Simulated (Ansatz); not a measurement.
Write the native input for Ansatz 0.2.0 that does the following.

| Property | Result |
| --- | --- |
| Task | density of states |
| Functional | PBEsol |
| Potentials or basis | Ansatz PAW |
| Cutoff | 420 eV (not typed: the program's choice for these potentials) |
| k mesh | 13 × 13 × 13 |
| Occupations | methfessel-paxton, width 0.05 eV |
| Spin | collinear spin, random start |
| Starting moments | [-0.15] μB |
| Hubbard terms | Co d U = 8 eV |
| Hubbard projectors | ortho-atomic (the default) |
| Double counting | fll (the default) |

Co:

```
Co
1.0
    -1.39966    1.42144    1.38866
     1.43514   -1.40377    1.40647
     1.37943    1.38354   -1.37098
Co
1
Cartesian
  -0.0103 0.0053 -0.0028
```

The cell isn't the ideal one: cell strained at random at fixed volume.

One way to write it, as run:

input.yaml

```yaml
crystal:
  lattice:
    - [-1.399655, 1.421441, 1.388658]
    - [1.435137, -1.403766, 1.406465]
    - [1.379426, 1.383536, -1.370983]
  atoms:
    - { symbol: Co, position: [0.000903, -0.004578, -0.001754], spin: -0.15 }
hamiltonian:
  xc: pbesol
  pseudopotentials: { kind: paw }
  hubbard: { sites: [{ species: Co, l: d, u_eff: 8.0 }] }
magnetization:
  spin_polarized: true
kpoints:
  mp_grid: { grid: [13, 13, 13] }
scf:
  occupations: { method: methfessel_paxton, width: 0.05 }
  n_extra_bands: 6
output:
  forces: true
  stress: true
  eigenvalues: true
  dos: { projected: false, de: 0.05, nscf_kmesh: { grid: [20, 20, 20] } }
```

Potentials or basis: Ansatz PAW.

Run with:

```sh
$ ansatz run input.yaml --threads 1 --pin off --max-ram 2560MiB --backend cpu --events-out ev --progress --plain --runs-dir out
```

It gave:

* Pressure: 41.2 GPa
* Band gap on the k mesh: none (metal or under the smearing width)
* Net moment: -2.00 μB per cell
* Absolute moment: 2.00 μB per cell
* Site moments: Co -1.90 μB
* Density of states at the Fermi level: 0.27 states/eV per cell

Caveat: the magnetic or orbital state may not be the lowest; the PAW data sets come from PBE, with cores solved anew for the run's functional, which leaves a small shift of forces and pressure; the U is typed as a test and isn't derived for this compound.

Wall time 2.7 min on 1 thread of AMD EPYC 9R45 96-Core Processor (Zen 5), with other jobs on the host, peak memory 1.4 GiB.
